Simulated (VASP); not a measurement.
# SnO in VASP: notebook

One slab, SnO, is run at these levels: PBE; tasks: single point.

All numbers are computed with VASP 6.6.1; they aren't measurements. Logs are shortened: lines on timing, memory, paths and dates and some standing lists are left out, and cuts for length are marked.

## Step 1: The structure

The cell holds a slab with vacuum, 4 atoms: a = 3.799 Å, b = 3.799 Å, c = 14.736 Å, α = 90.00°, β = 90.00°, γ = 97.68°.

## Step 2: Single point, PBE

Contents of INCAR:

```
PREC     = Accurate       # precision mode
ENCUT    = 400            # plane-wave cutoff, eV
EDIFF    = 1E-7           # SCF threshold, eV
ISMEAR   = 0              # smearing method
SIGMA    = 0.05           # smearing width, eV
LREAL    = F              # projectors in reciprocal space
LASPH    = T              # aspherical terms in the spheres
NELM     = 120            # most SCF steps
ALGO     = Normal         # electronic algorithm
ISIF     = 2              # what is computed and relaxed
LWAVE    = F              # write WAVECAR
LCHARG   = F              # write CHGCAR
LDIPOL   = T            
IDIPOL   = 3            
DIPOL    = 0.5 0.5 0.500
GGA      = PE             # functional
NBANDS   = 32             # bands
LVHAR    = T            
LVACPOTAV= T
```

Contents of KPOINTS:

```
Automatic mesh
0
Gamma
  3 3 1
```

Contents of POSCAR:

```
SnO
1.0
    3.7986313300      0.0000000000      0.0000000000
   -0.5079724300      3.7645137800      0.0000000000
    0.0000000000      0.0000000000     14.7355200000
Sn O
2 2
Direct
    0.0000000000      0.0000000000      0.4083113456
    0.4410000000      0.5590000000      0.5939525717
    0.0700000000      0.5700000000      0.4988680413
    0.4300000000      0.9300000000      0.4988680413
```

Potentials or basis: VASP PAW PBE potentials, release 64 (Sn_d, O).

Command:

```sh
$ cat potpaw_PBE.64/Sn_d/POTCAR potpaw_PBE.64/O/POTCAR > POTCAR
$ mpirun -np 1 vasp_std > vasp.out
```

OUTCAR:

```text
PREC = Accurate
   ENCUT = 400
   EDIFF = 1E-7
   ISMEAR = 0
   LREAL = F
   LASPH = T
   NELM = 120
   ISIF = 2
   GGA = PE

 Found      4 irreducible k-points:

 Following reciprocal coordinates:
            Coordinates               Weight
  0.000000  0.000000  0.000000      1.000000
  0.333333  0.000000  0.000000      4.000000
  0.333333  0.333333  0.000000      2.000000
 -0.333333  0.333333  0.000000      2.000000
   k-points           NKPTS =      4   k-points in BZ     NKDIM =      4   number of bands    NBANDS=     32
   number of dos      NEDOS =    301   number of ions     NIONS =      4
   total plane-waves  NPLWV =  75264
   dimension x,y,z NGX =    28 NGY =   28 NGZ =   96
   dimension x,y,z NGXF=    56 NGYF=   56 NGZF=  192
   ions per type =               2   2
   NGX,Y,Z   is equivalent  to a cutoff of  12.25, 12.25, 10.83 a.u.
   NGXF,Y,Z  is equivalent  to a cutoff of  24.51, 24.51, 21.66 a.u.
 SYSTEM =  unknown system
   PREC   = accura    normal or accurate (medium, high low for compatibility)
   ISTART =      0    job   : 0-new  1-cont  2-samecut
   ICHARG =      2    charge: 1-file 2-atom 10-const
   ISPIN  =      1    spin polarized calculation?
   LNONCOLLINEAR =      F non collinear calculations
   LSORBIT =      F    spin-orbit coupling
   LASPH  =      T    aspherical Exc in radial PAW
   ENCUT  =  400.0 eV  29.40 Ry    5.42 a.u.   6.19  6.19 24.03*2*pi/ulx,y,z
   NELM   =    120;   NELMIN=  2; NELMDL= -5     # of ELM steps
   EDIFF  = 0.1E-06   stopping-criterion for ELM
   LREAL  =      F    real-space projection
   EDIFFG = 0.1E-05   stopping-criterion for IOM
   NSW    =      0    number of steps for IOM
   IBRION =     -1    ionic relax: 0-MD 1-quasi-New 2-CG
   NFREE  =      0    steps in history (QN), initial steepest desc. (CG)
   ISIF   =      2    stress and relaxation
   ISYM   =      2    0-nonsym 1-usesym 2-fastsym
   POTIM  = 0.5000    time-step for ionic-motion
   TEBEG  =    0.0;   TEEND  =   0.0 temperature during run
   PSTRESS=    0.0 pullay stress
   NELECT =      40.0000    total number of electrons
   NUPDOWN=      -1.0000    fix difference up-down
   EMIN   =  10.00;   EMAX   =-10.00  energy-range for DOS
   EFERMI =   0.00;   METHOD = LEGACY
   ISMEAR =     0;   SIGMA  =   0.05  broadening in eV -4-tet -1-fermi 0-gaus
   EFERMI_NEDOS =   21; number of points for ismear=-14 and -15
   IALGO  =     38    algorithm
   IMIX   =      4    mixing-type and parameters
     AMIX     =   0.40;   BMIX     =  1.00
     AMIX_MAG =   1.60;   BMIX_MAG =  1.00
  volume/ion in A,a.u.               =      52.68       355.50
  Fermi-wavevector in a.u.,A,eV,Ry     =   0.940866  1.777978 12.044263  0.885228
  Thomas-Fermi vector in A             =   2.068320
   LORBIT       =      0    0 simple, 1 ext, 2 COOP (PROOUT), +10 PAW based schemes
   GGA     = PE    functional components
   LHFCALC =     F    Hartree Fock is set to
   AEXX    =    0.0000 exact exchange contribution
   IVDW    =     0    specifies the selected vdW correction
   LEPSILON=     F    determine dielectric tensor
   LRPA    =     F    only Hartree local field effects (RPA)
 non-spin polarized calculation
 Gauss-broadening in eV      SIGMA  =   0.05
  energy-cutoff  :      400.00
  volume of cell :      210.72
 maximum number of plane-waves:      3838
 NGX is ok and might be reduce to    28
   NGX = 13   NGY = 13   NGZ = 49

 dipolmoment           0.000000      0.000000     -0.000563 electrons x Angstroem

 number of electron      40.0000006 magnetization

 dipolmoment           0.000000      0.000000      0.002069 electrons x Angstroem

 Free energy of the ion-electron system (eV)
  ---------------------------------------------------
  ext. energy  EPLUGINS =         0.00000000
  ---------------------------------------------------
  free energy    TOTEN  =       -18.71676704 eV

  energy without entropy =      -18.71515450  energy(sigma->0) =      -18.71596077

 E-fermi :   0.8459     XC(G=0):  -4.4685

 val. band max:        0.7742958017   @ k =  -0.3333   0.3333   0.0000
 cond. band min:       0.9175103790   @ k =   0.3333   0.3333   0.0000
 fundamental gap:      0.1432145773
 Fermi energy:         0.8459040521

 k-point     1 :       0.0000    0.0000    0.0000
  band No.  band energies     occupation
      1     -22.2061      2.00000
      2     -21.8836      2.00000
      3     -21.7082      2.00000
      4     -21.6805      2.00000
      5     -21.6576      2.00000
      6     -21.6521      2.00000
      7     -21.6140      2.00000
      8     -21.5960      2.00000
      9     -21.5726      2.00000
     10     -21.5129      2.00000
     11     -19.9057      2.00000
     12     -16.3194      2.00000
     13      -8.9657      2.00000
     14      -6.4792      2.00000
     15      -5.1844      2.00000
     16      -4.4293      2.00000
     17      -4.0281      2.00000
     18      -2.6250      2.00000
     19      -2.5350      2.00000
     20       0.6906      1.99999
     21       1.3334      0.00000
     22       2.2711      0.00000
     23       3.3598      0.00000
     24       3.8136      0.00000
     25       4.1388      0.00000
     26       5.0786      0.00000
     27       5.2003      0.00000
     28       5.7748      0.00000
     29       6.5387      0.00000
     30       7.3906      0.00000
     31       7.9049      0.00000
     32       8.6520      0.00000

 k-point     2 :       0.3333    0.0000    0.0000
  band No.  band energies     occupation
      1     -22.2693      2.00000
      2     -21.8476      2.00000
      3     -21.6936      2.00000
      4     -21.6867      2.00000
      5     -21.6600      2.00000
      6     -21.6562      2.00000
      7     -21.6289      2.00000
      8     -21.5837      2.00000
      9     -21.5683      2.00000
     10     -21.5016      2.00000
     11     -19.5696      2.00000
     12     -16.6486      2.00000
     13      -8.6302      2.00000
     14      -5.9960      2.00000
     15      -5.4129      2.00000
     16      -4.7766      2.00000
     17      -3.9173      2.00000
     18      -3.2095      2.00000
     19      -2.0409      2.00000
     20      -0.4977      2.00000
     21       1.4830      0.00000
     22       1.7640      0.00000
     23       2.8588      0.00000
     24       3.6437      0.00000
     25       4.5747      0.00000
     26       4.9862      0.00000
     27       5.5328      0.00000
     28       6.2349      0.00000
     29       7.2133      0.00000
     30       7.6849      0.00000
     31       7.9086      0.00000
     32       8.3936      0.00000

 k-point     3 :       0.3333    0.3333    0.0000
  band No.  band energies     occupation
      1     -22.3183      2.00000
      2     -21.8338      2.00000
      3     -21.6993      2.00000
      4     -21.6755      2.00000
      5     -21.6615      2.00000
      6     -21.6406      2.00000
      7     -21.6231      2.00000
      8     -21.5859      2.00000
      9     -21.5645      2.00000
     10     -21.4939      2.00000
     11     -19.2899      2.00000
     12     -16.8019      2.00000
     13      -8.7054      2.00000
     14      -6.4498      2.00000
     15      -5.5535      2.00000
     16      -4.4761      2.00000
     17      -3.9738      2.00000
     18      -2.4696      2.00000
     19      -1.5309      2.00000
     20      -0.6732      2.00000
     21       0.9175      0.04283
     22       2.0145      0.00000
     23       2.5413      0.00000
     24       2.7697      0.00000
     25       4.1455      0.00000
     26       5.5149      0.00000
     27       5.9600      0.00000
     28       6.7408      0.00000
     29       7.2154      0.00000
     30       7.5904      0.00000
     31       7.8285      0.00000
     32       8.1054      0.00000

 k-point     4 :      -0.3333    0.3333    0.0000
  band No.  band energies     occupation
      1     -22.3135      2.00000
      2     -21.8509      2.00000
      3     -21.6996      2.00000
      4     -21.6728      2.00000
      5     -21.6649      2.00000
      6     -21.6417      2.00000
      7     -21.6061      2.00000
      8     -21.5910      2.00000
      9     -21.5644      2.00000
     10     -21.4951      2.00000
     11     -19.3398      2.00000
     12     -16.6792      2.00000
     13      -8.8286      2.00000
     14      -6.7671      2.00000
     15      -5.9579      2.00000
     16      -4.0515      2.00000
     17      -3.3580      2.00000
     18      -2.5611      2.00000
     19      -2.3889      2.00000
     20       0.7743      1.95717
     21       1.3746      0.00000
     22       2.2277      0.00000
     23       2.2524      0.00000
     24       3.4424      0.00000
     25       3.9708      0.00000
     26       4.8040      0.00000
     27       5.6139      0.00000
     28       5.9234      0.00000
     29       6.2122      0.00000
     30       6.7135      0.00000
     31       8.0275      0.00000
     32       8.8439      0.00000

------------------------ aborting loop because EDIFF is reached ----------------------------------------

  FORCE on cell =-STRESS in cart. coord.  units (eV):
  Direction    XX          YY          ZZ          XY          YZ          ZX
  --------------------------------------------------------------------------------------
  -------------------------------------------------------------------------------------
  Total        5.5089609      7.8872168     -2.6853855      8.8124634     -2.7254699      3.1179265
  in kB       41.8869533     59.9698355    -20.4181184     67.0048756    -20.7228970     23.7069099
  external PRESSURE =      27.1462235 kB  Pullay stress =       0.0000000 kB

 VOLUME and BASIS-vectors are now :
 -----------------------------------------------------------------------------
  energy-cutoff  :      400.00
  volume of cell :      210.72
      direct lattice vectors                 reciprocal lattice vectors
     3.798631330  0.000000000  0.000000000     0.263252712  0.035522548  0.000000000
    -0.507972430  3.764513780  0.000000000     0.000000000  0.265638555  0.000000000
     0.000000000  0.000000000 14.735520000     0.000000000  0.000000000  0.067863231

 POSITION                                       TOTAL-FORCE (eV/Angst)
 -----------------------------------------------------------------------------------
      0.00000      0.00000      6.01668        -0.689408      0.602629      1.607291
      1.39124      2.10436      8.75220         1.537653     -1.344102      0.509085
     -0.02364      2.14577      7.35108        -6.831231     -6.958995     -1.058188
      1.16100      3.50100      7.35108         5.982986      7.700468     -1.058188
 -----------------------------------------------------------------------------------
    total drift:                                0.000545     -0.000476      0.000255

  FREE ENERGIE OF THE ION-ELECTRON SYSTEM (eV)
  ---------------------------------------------------
  free  energy   TOTEN  =       -18.7167670375 eV

  energy  without entropy=      -18.7151544961  energy(sigma->0) =      -18.71596077

 vacuum level on the upper side and lower side of the slab         3.625         3.599
```

Wall time 34 s (1 thread of Intel Xeon Platinum 8488C (Sapphire Rapids), shared host); peak memory 0.24 GiB.

The run converged, but some of its settings lie outside the range that counts as converged, so its numbers aren't taken as properties of the slab.

Results:

| Item | Value |
| --- | --- |
| Free energy | -18.7168 eV |
| Largest force | 9.809 eV/Å |
| Band gap on the k mesh | 0.14 eV, indirect (least direct gap 0.60 eV) |
| Ionisation potential of the upper face | 2.85 eV |

Caveat: the k mesh is coarse (spacing up to 0.56 Å⁻¹), so the values aren't converged; the cutoff is under 1.25 times the usual one of these potentials, so pressure, stress and relaxed cells hold a basis-set (Pulay) error; spin-orbit coupling is left out, which moves the levels of the heavy elements.

## Step 3: Single point, PBE

INCAR, as its differences from that of step 2:

```diff
@@ -1,3 +1,3 @@
 PREC     = Accurate       # precision mode
-ENCUT    = 400            # plane-wave cutoff, eV
+ENCUT    = 520            # plane-wave cutoff, eV
 EDIFF    = 1E-7           # SCF threshold, eV
```

KPOINTS is that of step 2.

POSCAR is that of step 2.

Potentials or basis: VASP PAW PBE potentials, release 64 (Sn_d, O).

Command:

```sh
$ cat potpaw_PBE.64/Sn_d/POTCAR potpaw_PBE.64/O/POTCAR > POTCAR
$ mpirun -np 1 vasp_std > vasp.out
```

OUTCAR:

```text
PREC = Accurate
   ENCUT = 520
   EDIFF = 1E-7
   ISMEAR = 0
   LREAL = F
   LASPH = T
   NELM = 120
   ISIF = 2
   GGA = PE

 Found      4 irreducible k-points:

 Following reciprocal coordinates:
            Coordinates               Weight
  0.000000  0.000000  0.000000      1.000000
  0.333333  0.000000  0.000000      4.000000
  0.333333  0.333333  0.000000      2.000000
 -0.333333  0.333333  0.000000      2.000000
   k-points           NKPTS =      4   k-points in BZ     NKDIM =      4   number of bands    NBANDS=     32
   number of dos      NEDOS =    301   number of ions     NIONS =      4
   total plane-waves  NPLWV =  87808
   dimension x,y,z NGX =    28 NGY =   28 NGZ =  112
[... 219 lines left out ...]
  -------------------------------------------------------------------------------------
  Total        6.8139705      9.1982883     -1.4442032      8.8349255     -2.6939441      3.0818611
  in kB       51.8094912     69.9384648    -10.9808863     67.1756643    -20.4831932     23.4326894
  external PRESSURE =      36.9223565 kB  Pullay stress =       0.0000000 kB

 VOLUME and BASIS-vectors are now :
 -----------------------------------------------------------------------------
  energy-cutoff  :      520.00
  volume of cell :      210.72
      direct lattice vectors                 reciprocal lattice vectors
     3.798631330  0.000000000  0.000000000     0.263252712  0.035522548  0.000000000
    -0.507972430  3.764513780  0.000000000     0.000000000  0.265638555  0.000000000
     0.000000000  0.000000000 14.735520000     0.000000000  0.000000000  0.067863231

 POSITION                                       TOTAL-FORCE (eV/Angst)
 -----------------------------------------------------------------------------------
      0.00000      0.00000      6.01668        -0.689551      0.602754      1.594770
      1.39124      2.10436      8.75220         1.546150     -1.351529      0.529264
     -0.02364      2.14577      7.35108        -6.833093     -6.952697     -1.062017
      1.16100      3.50100      7.35108         5.976495      7.701472     -1.062017
 -----------------------------------------------------------------------------------
    total drift:                                0.000714     -0.000624      0.000237

  FREE ENERGIE OF THE ION-ELECTRON SYSTEM (eV)
  ---------------------------------------------------
  free  energy   TOTEN  =       -18.6901924604 eV

  energy  without entropy=      -18.6885509183  energy(sigma->0) =      -18.68937169

 vacuum level on the upper side and lower side of the slab         3.626         3.600
```

OSZICAR:

```text
N       E                     dE             d eps       ncg     rms          rms(c)
DAV:   1     0.399039478273E+03    0.39904E+03   -0.18753E+04   264   0.127E+03
DAV:   2     0.450099608822E+02   -0.35403E+03   -0.33675E+03   288   0.361E+02
DAV:   3    -0.213544946738E+02   -0.66364E+02   -0.63434E+02   352   0.152E+02
[... 15 lines left out ...]
DAV:  19    -0.186901980920E+02   -0.67425E-04   -0.52291E-05   352   0.435E-02    0.293E-02
DAV:  20    -0.186901953771E+02    0.27149E-05   -0.12098E-05   344   0.275E-02    0.181E-02
DAV:  21    -0.186901932042E+02    0.21729E-05   -0.29708E-06   304   0.973E-03    0.115E-02
DAV:  22    -0.186901923907E+02    0.81343E-06   -0.15804E-06   304   0.689E-03    0.631E-03
DAV:  23    -0.186901924604E+02   -0.69632E-07   -0.37450E-07   256   0.333E-03
   1 F= -.18690192E+02 E0= -.18689372E+02  d E =-.164154E-02
```

stdout:

```text
POSCAR found type information on POSCAR SnO
 POSCAR found :  2 types and       4 ions
 scaLAPACK will be used
 LDA part: xc-table for (Slater+PW92), standard interpolation
 POSCAR, INCAR and KPOINTS ok, starting setup
 FFT: planning ... GRIDC
 FFT: planning ... GRID_SOFT
 FFT: planning ... GRID
 WAVECAR not read
 entering main loop
 -----------------------------------------------------------------------------
|                                                                             |
|           W    W    AA    RRRRR   N    N  II  N    N   GGGG   !!!           |
|           W    W   A  A   R    R  NN   N  II  NN   N  G    G  !!!           |
|           W    W  A    A  R    R  N N  N  II  N N  N  G       !!!           |
|           W WW W  AAAAAA  RRRRR   N  N N  II  N  N N  G  GGG   !            |
|           WW  WW  A    A  R   R   N   NN  II  N   NN  G    G                |
|           W    W  A    A  R    R  N    N  II  N    N   GGGG   !!!           |
|                                                                             |
|     Did not find any points to average over, which means that no vacuum     |
|     field-free region was found. Please increase the size of  your cell     |
|     in the dimension of the dipole correction to obtain accurate            |
|     workfunction values.                                                    |
|                                                                             |
 -----------------------------------------------------------------------------
```

Run time: 34 s. Hardware: 1 thread of Intel Xeon Platinum 8488C (Sapphire Rapids), shared host; peak memory 0.27 GiB.

These settings aren't checked as converged: the numbers below hold their error.

Results:

```
Free energy                            : -18.6902 eV
Largest force                          : 9.806 eV/Å
Band gap on the k mesh                 : 0.14 eV, indirect (least direct gap 0.60 eV)
Ionisation potential of the upper face : 2.85 eV
```

Caveat: the k mesh is coarse (spacing up to 0.56 Å⁻¹), so the values aren't converged; spin-orbit coupling is left out, which moves the levels of the heavy elements.
